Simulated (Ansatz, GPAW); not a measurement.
ZnSe: 3 runs at one level of theory

```
Se Zn
1.0
     0.00000    2.83380    2.83380
     2.83380    0.00000    2.83380
     2.83380    2.83380    0.00000
Se Zn
1 1
Direct
  0.75000 0.75000 0.75000
  0.00000 0.00000 0.00000
```

Alike in all runs: task band structure; functional BLYP; k mesh 8 × 8 × 8; occupations fermi-dirac, width 0.05 eV; no spin polarisation; no spin-orbit coupling. Pressure is positive in compression and, in plane waves, holds the error of the finite cutoff, which Ansatz's Pulay term estimates and takes out. Gaps are the smaller of the mesh's and the band path's.

```csv
program and potentials,plane-wave cutoff (eV),notes,band gap (eV),pressure (GPa)
"Ansatz, Ansatz PAW",420,"potentials made for PBE, which Ansatz adapts in part; 14 valence electrons an atom on average; Pulay term of +0.04 GPa included",1.23,5.49
"GPAW, PAW data sets generated for this functional",600,9 valence electrons an atom on average,1.25,5.07
"Ansatz, all-electron LAPW, scalar-relativistic",-,-,1.23,5.52
```

The band gap spans 1.23 (Ansatz, Ansatz PAW) to 1.25 eV (GPAW, PAW data sets generated for this functional), with all-electron results at 1.23. The pressure spans 5.07 (GPAW, PAW data sets generated for this functional) to 5.52 GPa (Ansatz, all-electron LAPW, scalar-relativistic), with all-electron results at 5.52. Some sets were made for another functional than the one run, which can shift their rows. Spin-orbit coupling, left out here, moves the band edges of heavy atoms.

Differences between rows come from potentials, basis sets and numerical settings, since the functional is the same but for its coding. Runs on potential files found faulty are left out.

All three runs put the band gap at 1.23 to 1.25 eV, less than half the measured gap of zinc-blende ZnSe. Their close agreement places the error in the functional rather than in the potentials. A semilocal functional lacks the derivative discontinuity that belongs to the fundamental gap, and it also sets the Zn 3d states too high, so that their repulsion with Se 4p pushes the valence-band top upwards. Spin-orbit coupling can't make up the shortfall, since splitting the Se 4p states would raise the band edge and narrow the gap further.

The positive pressure in every row means that BLYP favours a larger cell than the one used, in line with its known tendency to underbind solids. As the direct gap of ZnSe widens under compression, relaxing the volume would probably worsen the disagreement. The lower pressure from GPAW may reflect its smaller valence space, though the gap is hardly affected. The results support a consistent BLYP description at this volume, but not a prediction of the optical absorption edge.
